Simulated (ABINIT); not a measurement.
The system is Ir.

```
Ir
1.0
     0.00000    1.91560    1.91560
     1.91560    0.00000    1.91560
     1.91560    1.91560    0.00000
Ir
1
Direct
  0.00000 0.00000 0.00000
```

| Property | Result |
| --- | --- |
| Program | ABINIT 10.8.3 (patched build) |
| Task | single point |
| Functional | PBEsol |
| Potentials or basis | JTH PAW PBE v2.0 |
| Cutoff | 435 eV |
| k mesh | 12 × 12 × 12 |
| Occupations | fermi-dirac, width 0.05 eV |
| Spin | no spin polarisation |

On this cell: pressure 0.1 GPa; band gap on the k mesh none (metal or under the smearing width).

The same run follows on a disturbed copy (cell strained at random at fixed volume):

```
CELL_PARAMETERS angstrom
-0.00903 1.95837 1.93892
1.89839 0.02290 1.90699
1.89968 1.92773 0.02161
ATOMIC_POSITIONS crystal
Ir 0.99766 0.99684 0.98575
```

What does the disturbed cell give?

The energy (extrapolated to zero smearing) moves by +12.6 meV/atom; pressure 0.4 GPa; band gap on the k mesh none (metal or under the smearing width).

Stress tensor (GPa, compression positive):
```
 2.56  1.27  1.74
 1.27 -2.62 -8.31
 1.74 -8.31  1.36
```

Caveats: the PAW data sets were made with another functional, which shifts forces and pressure a little.
